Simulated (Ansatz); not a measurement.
# Binding curve of twisted graphene bilayer, 46.83° (76 atoms)

The cell holds 76 atoms: 76 C. Its edges and angles: a = 10.723 Å, b = 10.723 Å, c = 17.430 Å, α = 90.0°, β = 90.0°, γ = 120.0°. It derives from C (graphene). The starting structure: Graphene (a = 2.46 Å) under graphene (a = 2.46 Å), bilayer, commensurate cell of 19 unit cells a layer, twist 46.83 deg; facing planes 3.43 Å apart as built; 14 Å of vacuum; minimised with a classical potential. Regions: layer 1, 38 atoms (38 C); layer 2, 38 atoms (38 C). Vacuum lies along c.

Calculated with Ansatz 0.2.0: Kohn-Sham DFT, PBE+D3(BJ), PAW (set soft_2), plane waves; cutoff 420 eV, k-mesh 3×3×1, fermi-dirac smearing of 0.05 eV. The upper part is moved rigidly along the normal by z from its relaxed place. Energies are the whole cell less its two frozen parts, over the face of 99.58 Å².

| shift z (Å) | interaction energy (meV/Å²) |
| --- | --- |
| -0.3 | -11.20 |
| +0.0 | -17.42 |
| +0.3 | -16.66 |
| +0.8 | -12.04 |
| +1.6 | ? |
| +3.0 | -2.393 |

Task: Fit the universal binding curve to the rows given and interpolate to the withheld row.

Worked fit:

The universal binding curve is E(z) = −D (1 + z/l) exp(−z/l), whose curvature at z = 0 is D/l². The depth is D = 17.42 meV/Å². The three points about zero give the curvature [E(+0.3) + E(−0.3) − 2E(0)] / 0.3² = 77.62 meV/Å⁴, so l = √(D / curvature) = 0.474 Å. At z = 1.6 Å, z/l = 3.377.

Prediction at +1.6: -2.604 meV/Å². The run gave -6.334 meV/Å², so the fit is high by 3.7 meV/Å² (59 % of the value).

At the last row, z = 3 Å, the curve gives -0.227 against -2.39 meV/Å² computed: the computed tail is longer than the exponential, as the curve was made for metallic and covalent adhesion, while a dispersion term decays as a power of the distance. Among the rows given, the largest miss of the fit is at +0.8, by 3.4 meV/Å² (23 % of the range of the table).

Limits: The parts are rigid, and they also feel their periodic images through the vacuum.

[Hosts, paths, dates, database ids (printed as entryN), source tags and the programs' standing remarks are cut or masked in the printed files.]
